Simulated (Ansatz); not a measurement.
Sn:

```
Sn
1.0
    -2.02919    2.02919    1.66076
     2.02919   -2.02919    1.66076
     2.02919    2.02919   -1.66076
Sn
1
Direct
  0.00000 0.00000 0.00000
```

This isn't the form of Sn at room conditions, which is tetragonal (white tin).

Base run:

| Item | Value |
| --- | --- |
| Program | Ansatz 0.2.0 |
| Functional | PBE |
| Potentials or basis | all-electron LAPW, scalar-relativistic |
| Cutoff | 166 eV (chosen from the basis error) |
| Basis error allowed | 0.001 eV/atom |
| k mesh | 10 × 10 × 10 |
| Occupations | gaussian, width 0.05 eV |
| Spin | no spin polarisation |

Its results: band gap on the k mesh none (metal or under the smearing width); pressure 0.8 GPa.

Q: The run is repeated on the same cell with these changes: functional from PBE to PBEsol. What comes out?

A: Band gap on the k mesh none (metal or under the smearing width); pressure -2.0 GPa.

PBEsol binds more tightly than PBE, so the same cell stands under less pressure.
